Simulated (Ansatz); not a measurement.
## 2H-MoOSe monolayer in a perpendicular field

What dipole does a perpendicular field induce in the 2H-MoOSe monolayer, and does the gap follow? A positive field points along +c.

Calculated with Ansatz 0.2.0; plane-wave DFT, PBE-D3(BJ), Ansatz PAW, in the first sound run; inputs show where later runs differ.

**1. The starting structure**

The cell holds 3 atoms: 1 Se, 1 Mo and 1 O. Its edges and angles: a = 3.074 Å, b = 3.074 Å, c = 20.966 Å, α = 90.0°, β = 90.0°, γ = 120.0°. Vacuum lies along c.

**2. Relaxation**

The starting cell is a guess, so the in-plane lattice and the atoms are relaxed first, with the slab cut off from its images along the normal. The program lengthens the vector along the normal by itself, so c and the volume that it reports differ from the typed ones.

Contents of input.yaml:

```yaml
crystal:
  lattice:
    - [3.073852, 0.0, 0.0]
    - [-1.536926, 2.6620339195, 0.0]
    - [0.0, 0.0, 20.9660770089]
  atoms:
    - { symbol: Se, position: [0.3333333333, 0.6666666667, 0.4292648547] }
    - { symbol: Mo, position: [0.0, 0.0, 0.5202846257] }
    - { symbol: O, position: [0.3333333333, 0.6666666667, 0.5707351453] }
  periodic: [true, true, false]
kpoints:
  mp_grid: { grid: [12, 12, 1] }
hamiltonian:
  xc: pbe
  dispersion: d3bj
scf:
  occupations: { method: fermi_dirac, width: 0.05 }
  convergence: { dr2_threshold: 1.0e-09 }
relax:
  f_tol: 0.004
  max_steps: 90
  cell: {}
output:
  write_potential: true
  write_density: true
  volumetric_format: npy
```

The run is started by

```bash
ansatz run input.yaml --threads 2 --pin off --max-ram 3072MiB --backend cpu --events-out ev --progress --plain --runs-dir out
```

Numbers of over 12 decimals in the logs are rounded to 6 here.

The program printed:

```text
Warning: crystal.periodic: the lattice vector that does not repeat stood 0.000° off the slab's normal, 20.966 Å along it as the deck builds it. The run solves the slab on a vector along the normal, 29.732 Å long, with every atom where it was (on the deck's vector they left 18.00 Å outside them, and the widest stretch free of ions among them is 1.91 Å). A fractional position that the run reports is one of the run's ce [...]
Warning: relax.cell: scf.convergence.dr2_threshold = 1e-9 eV is looser than the 1.78444867657e-10 eV advised for a relaxation that steers and ends on the stress (1e-10 eV for each atom of the cell: 3, times the square of relax.cell.stress_2d_tol = 0.05 N/m over 13.0 Å (the atoms' height at the walk's start and 5 Å past either face), 3.856e-2 GPa, over a crystal's default 0.05). What an SCF threshold leaves in a stress goes as its square root, and in the free energy as the threshold itself, and one threshold admits the most on a small cell: [figures from the program's tests cut] Set scf.convergence.dr2_threshold to 1.78444867657e-10 eV or tighter. [rest of the remark cut]
crystal.periodic: the lattice vector that does not repeat stood 0.000° off the slab's normal, 20.966 Å along it as the deck builds it. The run solves the slab on a vector along the normal, 29.732 Å long, with every atom where it was (on the deck's vector they left 18.00 Å outside them, and the widest stretch free of ions among them is 1.91 Å). A fractional position that the run reports is one of the run's cell, which [...]
Engine: ansatz 0.2.0, aarch64-unknown-linux-gnu
Pseudopotentials: kind: paw
Pseudopotential: Se, paw, valence charge 16, recommended cutoff 420 eV (normal), Se.paw.azcp
Pseudopotential: Mo, paw, valence charge 14, recommended cutoff 420 eV (normal), Mo.paw.azcp
Pseudopotential: O, paw, valence charge 6, recommended cutoff 420 eV (normal), O.paw.azcp
Functional definition: PBE
  parameter kappa = 0.804
  parameter beta = 0.066725
  exchange = pbe_x(kappa = kappa, mu = beta*pi^2/3)
  correlation = pbe_c(beta = beta)
Crystal: 3 atoms, lattice volume = 243.289 Å³
Basis set: ecut = 420 eV, 4719 PW (Γ), exchange–correlation on 48×48×400 points (8 copies of the dense FFT grid, shifted against one another)
Bands: 22, of which v1, the nominal top of the filled ones, is band 18 counted from 1 (17 counted from 0)
Symmetry: 6 space group operations
Space group: P3m1 (ITA 156), of the structure as read, at distance tolerance 6.2e-5 Å
k-points: 19 of 144 (time reversal used)
Non-local potential: Se, projectors of the file, l = 0: 2, l = 1: 2, l = 2: 3, l = 3: 1
Non-local potential: Mo, projectors of the file, l = 0: 3, l = 1: 2, l = 2: 2, l = 3: 1
Non-local potential: O, projectors of the file, l = 0: 2, l = 1: 2, l = 2: 1
PAW form: soft (Blöchl's): semilocal exchange-correlation on the pseudo side does not see the compensation charge
PAW one-centre angular grid: Se, 590 points (default); XC on 64 Gauss nodes
PAW one-centre angular grid: Mo, 590 points (default); XC on 64 Gauss nodes
PAW one-centre angular grid: O, 110 points (default); XC on 64 Gauss nodes
Initial density: superposition of atomic densities (neutral atoms: chi_scale 0, normalization atom), corrected by the library's trained network
Initial wavefunctions: pseudopotential atomic-orbital guess
Functional: x = pbe(κ = 0.804, μ = 0.219515), c = pbe(β = 0.066725)
SCF iter   1: F=—  HF=-10994.016153 eV  |F-HF|=—  |Δ(HF+E_count)|=         —  Δρ=4.93e-3  dr2=6.23e-2  ethr=1.77e-3  ⟨swp⟩=13.7  Hψ=3278  notcnv=0
preconditioner: auto → Resta (q_TF=auto, 1.984 Å⁻¹)  ε∞=2.3  [insulator: Δε(μ)=0.528 eV  Ē_g=8.855 eV  σ=0.050 eV  W_gap=0.99  n_scr=18 (ndim 8)  ℏωp=10.1 eV  f_vac=0.786  D(μ)=0.01/eV (n_scr^D=0)  ε∞_Penn≈2.3  vacuum switching on, ρ_ref=5.7e-3 e/Å³]
SCF iter   2: F=—  HF=-10994.023241 eV  |F-HF|=—  |Δ(HF+E_count)|=   7.09e-3  Δρ=3.46e-3  dr2=1.76e-1  ethr=1.73e-4  ⟨swp⟩=3.8  Hψ=1147  notcnv=0
SCF iter   3: F=—  HF=-10994.016450 eV  |F-HF|=—  |Δ(HF+E_count)|=   6.79e-3  Δρ=2.68e-3  dr2=7.79e-2  ethr=1.73e-4  ⟨swp⟩=3.0  Hψ=705  notcnv=0
SCF iter   4: F=—  HF=-10994.012942 eV  |F-HF|=—  |Δ(HF+E_count)|=   3.51e-3  Δρ=1.59e-3  dr2=1.36e-2  ethr=1.73e-4  ⟨swp⟩=2.2  Hψ=691  notcnv=0
SCF iter   5: F=—  HF=-10994.011930 eV  |F-HF|=—  |Δ(HF+E_count)|=   1.01e-3  Δρ=5.28e-4  dr2=1.03e-3  ethr=3.77e-5  ⟨swp⟩=2.0  Hψ=569  notcnv=0
SCF iter   6: F=—  HF=-10994.012080 eV  |F-HF|=—  |Δ(HF+E_count)|=   1.50e-4  Δρ=1.77e-4  dr2=6.18e-5  ethr=2.86e-6  ⟨swp⟩=3.3  Hψ=802  notcnv=0
SCF iter   7: F=—  HF=-10994.012093 eV  |F-HF|=—  |Δ(HF+E_count)|=   1.30e-5  Δρ=3.49e-5  dr2=1.87e-6  ethr=1.72e-7  ⟨swp⟩=3.7  Hψ=864  notcnv=0
SCF iter   8: F=—  HF=-10994.012049 eV  |F-HF|=—  |Δ(HF+E_count)|=   4.45e-5  Δρ=1.65e-5  dr2=4.60e-7  ethr=5.19e-9  ⟨swp⟩=3.7  Hψ=1005  notcnv=0
SCF iter   9: F=—  HF=-10994.012049 eV  |F-HF|=—  |Δ(HF+E_count)|=   8.72e-8  Δρ=4.29e-6  dr2=3.05e-8  ethr=1.28e-9  ⟨swp⟩=2.8  Hψ=705  notcnv=0
SCF iter  10: F=—  HF=-10994.012049 eV  |F-HF|=—  |Δ(HF+E_count)|=   6.46e-8  Δρ=1.02e-6  dr2=4.24e-9  ethr=8.47e-11  ⟨swp⟩=3.4  Hψ=936  notcnv=0
SCF iter  11: F=-10994.012049 eV  HF=-10994.012049 eV  |F-HF|=3.20e-10  |Δ(HF+E_count)|=   3.38e-9  Δρ=3.21e-7  dr2=2.34e-10  ethr=2.78e-12  ⟨swp⟩=13.2  Hψ=3405  notcnv=0
SCF 1 converged in 11 iterations: F = -10994.012049 eV  dr2 = 2.34e-10
  greatest PAW one-centre occupation: 1.000 electrons in one spin orbital (limit 2), on the Se atom at site 0 (counted from 0), in its partial waves of l = 2
relax step   1: F+E_penalty+E_count = -10994.01204878 eV  Δ(F+E_penalty+E_count) = +0.000e0 eV  max|allowed force component| = 2.334e0 eV/Å  Δτ_max = 0.0000 Å  P = -2.853 N/m  Ω = 243.289 Å³  fix = [c, alpha, beta]  reactions: c -0.000 N/m  (11 SCF iters, accepted)
Crystal: 3 atoms, lattice volume = 237.581 Å³
Basis set: ecut = 420 eV, 4599 PW (Γ), exchange–correlation on 48×48×400 points (8 copies of the dense FFT grid, shifted against one another)
Initial density: handed on by an earlier stage of this run
Initial wavefunctions: those handed on with the density
iter 1 solved again at ethr=2.35e-4 eV; its pass at ethr=3.10e-3 eV (dr2=8.46e-2 eV) is discarded
SCF iter   1: F=—  HF=-10993.999569 eV  |F-HF|=—  |Δ(HF+E_count)|=         —  Δρ=6.63e-3  dr2=8.27e-2  ethr=2.35e-4  ⟨swp⟩=2.9  Hψ=3752  notcnv=0
preconditioner: auto → Resta (q_TF=auto, 1.992 Å⁻¹)  ε∞=2.2  [insulator: Δε(μ)=0.882 eV  Ē_g=9.385 eV  σ=0.050 eV  W_gap=1.00  n_scr=18 (ndim 8)  ℏωp=10.2 eV  f_vac=0.795  D(μ)=0.00/eV (n_scr^D=0)  ε∞_Penn≈2.2  vacuum switching on, ρ_ref=6.4e-3 e/Å³]
[...]
SCF iter   4: F=—  HF=-10994.167267 eV  |F-HF|=—  |Δ(HF+E_count)|=   4.58e-3  Δρ=8.64e-4  dr2=2.65e-3  ethr=8.41e-5  ⟨swp⟩=2.8  Hψ=722  notcnv=0
SCF iter   5: F=—  HF=-10994.167051 eV  |F-HF|=—  |Δ(HF+E_count)|=   2.16e-4  Δρ=3.18e-4  dr2=1.51e-4  ethr=7.37e-6  ⟨swp⟩=3.1  Hψ=755  notcnv=0
SCF iter   6: F=—  HF=-10994.167068 eV  |F-HF|=—  |Δ(HF+E_count)|=   1.69e-5  Δρ=8.35e-5  dr2=1.19e-5  ethr=4.21e-7  ⟨swp⟩=3.1  Hψ=913  notcnv=0
SCF iter   7: F=—  HF=-10994.167083 eV  |F-HF|=—  |Δ(HF+E_count)|=   1.50e-5  Δρ=2.53e-5  dr2=1.82e-6  ethr=3.29e-8  ⟨swp⟩=3.6  Hψ=957  notcnv=0
SCF iter   8: F=—  HF=-10994.167040 eV  |F-HF|=—  |Δ(HF+E_count)|=   4.24e-5  Δρ=1.01e-5  dr2=2.57e-7  ethr=5.05e-9  ⟨swp⟩=3.2  Hψ=890  notcnv=0
SCF iter   9: F=—  HF=-10994.167040 eV  |F-HF|=—  |Δ(HF+E_count)|=   2.46e-8  Δρ=2.28e-6  dr2=1.60e-8  ethr=7.13e-10  ⟨swp⟩=3.2  Hψ=918  notcnv=0
SCF iter  10: F=—  HF=-10994.167041 eV  |F-HF|=—  |Δ(HF+E_count)|=   3.86e-8  Δρ=6.50e-7  dr2=1.24e-9  ethr=4.45e-11  ⟨swp⟩=3.8  Hψ=828  notcnv=0
SCF iter  11: F=-10994.167041 eV  HF=-10994.167041 eV  |F-HF|=1.82e-12  |Δ(HF+E_count)|=   3.73e-9  Δρ=2.39e-7  dr2=1.31e-10  ethr=2.78e-12  ⟨swp⟩=13.1  Hψ=3368  notcnv=0
SCF 3 converged in 11 iterations: F = -10994.167041 eV  dr2 = 1.31e-10
relax step   3: F+E_penalty+E_count = -10994.16704051 eV  Δ(F+E_penalty+E_count) = -1.550e-1 eV  max|allowed force component| = 5.550e-1 eV/Å  Δτ_max = 0.0567 Å  P = -0.041 N/m  Ω = 237.200 Å³  energy of the carried Pulay correction = +2.001e-3 eV  fix = [c, alpha, beta]  reactions: c -0.000 N/m  (11 SCF iters, accepted)
[...]
relax step   4: F+E_penalty+E_count = -10994.17834497 eV  Δ(F+E_penalty+E_count) = -1.130e-2 eV  max|allowed force component| = 7.885e-2 eV/Å  Δτ_max = 0.0300 Å  P = +0.199 N/m  Ω = 238.695 Å³  energy of the carried Pulay correction = +1.505e-3 eV  fix = [c, alpha, beta]  reactions: c +0.000 N/m  (9 SCF iters, accepted)
[...]
relax step   5: F+E_penalty+E_count = -10994.17838570 eV  Δ(F+E_penalty+E_count) = -4.073e-5 eV  max|allowed force component| = 1.706e-2 eV/Å  Δτ_max = 0.0013 Å  P = -0.055 N/m  Ω = 239.119 Å³  energy of the carried Pulay correction = +1.365e-3 eV  fix = [c, alpha, beta]  reactions: c -0.000 N/m  (8 SCF iters, accepted)
[...]
relax step   6: F+E_penalty+E_count = -10994.17847136 eV  Δ(F+E_penalty+E_count) = -8.566e-5 eV  max|allowed force component| = 4.593e-3 eV/Å  Δτ_max = 0.0011 Å  P = +0.010 N/m  Ω = 238.923 Å³  energy of the carried Pulay correction = +1.430e-3 eV  fix = [c, alpha, beta]  reactions: c +0.000 N/m  (8 SCF iters, accepted)
[...]
relax step   7: F+E_penalty+E_count = -10994.17846424 eV  Δ(F+E_penalty+E_count) = +7.117e-6 eV  max|allowed force component| = 6.752e-5 eV/Å  Δτ_max = 0.0001 Å  P = +0.001 N/m  Ω = 238.946 Å³  energy of the carried Pulay correction = +1.422e-3 eV  fix = [c, alpha, beta]  reactions: c +0.000 N/m  (6 SCF iters, accepted)
Initial wavefunctions: pseudopotential atomic-orbital guess (no wavefunctions were taken with the density)
iter 1 solved again at ethr=1.01e-7 eV; its pass at ethr=3.10e-3 eV (dr2=3.63e-5 eV) is discarded
SCF iter   1: F=—  HF=-10994.177219 eV  |F-HF|=—  |Δ(HF+E_count)|=         —  Δρ=4.45e-5  dr2=7.70e-7  ethr=1.01e-7  ⟨swp⟩=6.8  Hψ=5539  notcnv=0
SCF iter   2: F=—  HF=-10994.177181 eV  |F-HF|=—  |Δ(HF+E_count)|=   3.84e-5  Δρ=2.39e-5  dr2=9.08e-7  ethr=2.14e-9  ⟨swp⟩=3.6  Hψ=923  notcnv=0
SCF iter   3: F=—  HF=-10994.177181 eV  |F-HF|=—  |Δ(HF+E_count)|=   1.53e-7  Δρ=1.69e-5  dr2=7.88e-7  ethr=2.14e-9  ⟨swp⟩=2.7  Hψ=650  notcnv=0
SCF iter   4: F=—  HF=-10994.177181 eV  |F-HF|=—  |Δ(HF+E_count)|=   3.17e-8  Δρ=5.29e-6  dr2=2.18e-7  ethr=2.14e-9  ⟨swp⟩=2.7  Hψ=580  notcnv=0
SCF iter   5: F=—  HF=-10994.177181 eV  |F-HF|=—  |Δ(HF+E_count)|=   1.15e-8  Δρ=1.85e-6  dr2=3.21e-9  ethr=6.05e-10  ⟨swp⟩=2.7  Hψ=610  notcnv=0
SCF iter   6: F=-10994.177181 eV  HF=-10994.177181 eV  |F-HF|=3.84e-10  |Δ(HF+E_count)|=   2.82e-9  Δρ=7.25e-7  dr2=7.86e-10  ethr=2.78e-12  ⟨swp⟩=17.3  Hψ=3937  notcnv=0
SCF 8 converged in 6 iterations: F = -10994.177181 eV  dr2 = 7.86e-10
relax step   8: F+E_penalty+E_count = -10994.17718088 eV  Δ(F+E_penalty+E_count) = +1.283e-3 eV  max|allowed force component| = 2.693e-4 eV/Å  Δτ_max = 0.0000 Å  P = -0.030 N/m  Ω = 238.946 Å³  fix = [c, alpha, beta]  reactions: c -0.000 N/m  stress off target by 2.95e-2 N/m on what of the cell is left free  SCF on the basis re-selected at this cell (its energy is not comparable with the rows above)  (6 SCF iters)
basis re-selected at this cell: Δ(F+E_penalty+E_count) = +1.283e-3 eV, ΔP = -0.030 N/m vs the last step (what re-selecting the basis moved, of the pressure what is left beyond the Pulay correction that the steps carried, after the strain that the cell walked since its last selection, with what the two solves' SCF thresholds leave and, on support functions, any second-order correction that the steps lacked; it is no m [...]
WARN: The output density's exchange-correlation potential varies sharply where the density is thin. Do not read a vacuum level from v_tot or v_xc, or from such a field of the output density. On a cell that repeats whose density bears no net charge and no dipole along the vacuum's axis use v_es (v_loc + v_h of the components); under efield.dipole_correction with no amplitude use v_es + v_field, which holds any externa [...]
SCF converged after 6 iterations
Free energy (F): -10994.177181 eV
Harris-Foulkes:  -10994.177181 eV  (|F-HF|=3.84e-10)
Internal energy: -10994.177176 eV  (E = F + TS)
E sigma→0 (E₀):  -10994.177179 eV
Entropy (-TS):   -0.000005 eV (-0.002 meV/atom)
Fermi energy:    -4.874673 eV
--- Per-component energies (eV) ---
  E_band       = -1135.081196
  E_kinetic    = 734.359430
  E_local      = -91504.320107  (includes V_loc(G=0)·N_el)
  E_nonlocal   = -405.825680
  E_hartree    = 45210.912944
  E_xc         = -361.916849
  E_vxc        = -421.923701  (∫ρ·V_xc dr)
  E_paw        = -5269.546326  (= ΣΔE_a)
  E_vpaw       = 40.801370  (= ΣTr[D̂ρ^β])
  E_aug_tail   = 0.001835  (compensation charges beyond the density's cutoff)
  E_ewald      = 40602.922646
  E_disp       = -0.765070  (pairwise vdW)
  E_smearing   = -0.000005  (= −TS)
  E_closure    = -0.000000  (closes the sum)
  Σ components = -10994.177181   (vs F -10994.177181, Δ=0.00e0)
--- Forces (eV/Å), atoms counted from 1 ---
  atom   1  Se    -0.00000000    -0.00000000    -0.00001316
  atom   2  Mo    -0.00000000    -0.00000000     0.00026712
  atom   3  O      0.00000000    -0.00000000    -0.00026035
  max |Σ_I F_I| component: 6.39e-6 eV/Å
--- 2D stress c σ (N/m, compression-positive) ---
       -0.029539       0.000000      -0.000000
        0.000000      -0.029539      -0.000000
       -0.000000      -0.000000      -0.000000
  P = ½ c Tr σ = -0.0295 N/m
--- Band table (eV; the first three rows and the last of 19) ---
  k-point 0: bands = [... 14 lower, -9.0567, -6.9627, -6.9627, -5.3048, -3.2340, -3.2340, -2.3140, -2.3140]
  k-point 1: bands = [... 14 lower, -8.9706, -7.2211, -7.0568, -5.4150, -3.2936, -3.1746, -2.7924, -2.3385]
  k-point 2: bands = [... 14 lower, -8.8995, -7.8793, -7.2314, -5.8082, -3.7193, -3.2017, -2.9982, -2.2247]
  k-point 18: bands = [... 14 lower, -10.0871, -9.2948, -8.3325, -6.4291, -4.4159, -3.0281, -2.2290, -1.7234]
  the weakly bound empty levels are not read free of the cell's end (no_gap_told)
--- Relaxed structure (7 steps of the walk, 6 accepted, 1 SCFs on fresh bases) ---
  F+E_penalty+E_count = -10994.17718088 eV   max|allowed force component| = 2.693e-4 eV/Å   (the final SCF, on the basis selected at the relaxed cell)
  cell:  # Å, volume = 238.9461 Å³
    - [3.046291, 0.0, 0]
    - [-1.523146, 2.638166, 0]
    - [0, 0, 29.732154]
  atoms:
    - { symbol: Se, position: [0.333333, 0.666667, 0.305092] }
    - { symbol: Mo, position: [-1.5606719284548205e-18, -3.700743415524895e-17, 0.364707] }
    - { symbol: O, position: [0.333333, 0.666667, 0.402253] }
```

The job ended after 2.7 min (2 threads of Arm Neoverse N1, shared host; peak memory 0.49 GiB).

Relaxation path:

| step | energy less that of the first step (eV) | largest force component (eV/Å) | volume (Å³) |
| --- | --- | --- | --- |
| 1 | 0.0000 | 2.3338 | 243.29 |
| 2 | 0.0182 | 2.8440 | 237.58 |
| 3 | -0.1550 | 0.5550 | 237.20 |
| 4 | -0.1663 | 0.0788 | 238.69 |
| 5 | -0.1663 | 0.0171 | 239.12 |
| 6 | -0.1664 | 0.0046 | 238.92 |
| 7 | -0.1664 | 0.0001 | 238.95 |
| 8* | -0.1651 | 0.0003 | 238.95 |

Relaxation steps marked * repeat the geometry before them on a plane-wave basis chosen anew for their cell, so energy and pressure can jump there. Relaxation step 2 was tried and not accepted.

The run keeps the 6 symmetry operations that it works with, so distortions that break them were not tested.

| cell as run | before | after | change |
| --- | --- | --- | --- |
| a (Å) | 3.074 | 3.046 | -0.9 % |
| b (Å) | 3.074 | 3.046 | -0.9 % |

The atoms that moved most (Å, along periodic axes as changes of fractional coordinates times the final cell, across vacuum about the mean position):

| atom | dx | dy | dz | length |
| --- | --- | --- | --- | --- |
| Se1 | 0.000 | 0.000 | 0.071 | 0.071 |
| Mo2 | 0.000 | 0.000 | -0.065 | 0.065 |
| O3 | 0.000 | 0.000 | -0.006 | 0.006 |

Final coordinates:

```xyz
3
Lattice="3.0463 0.0000 0.0000 -1.5231 2.6382 0.0000 0.0000 0.0000 29.7322" Properties=species:S:1:pos:R:3
Se    0.0000    1.7588    9.0710
Mo    0.0000    0.0000   10.8435
O     0.0000    1.7588   11.9599
```

The lattice constant a goes from 3.074 to 3.046 Å.

[end of part 1 of 3]

[Logs are printed without paths, hosts, clocks, repeated set-up lines and the standing remarks that a program may print on its own settings, such as how far it seeks lower states.]

[Hosts, paths, dates, database ids (printed as entryN), source tags and the programs' standing remarks are cut or masked in the printed files.]

[Maps of the electrostatic potential energy from Ansatz leave out the sawtooth potential of an applied field or a dipole correction, so their vacuum need not be flat; planar profiles and work functions include it.]
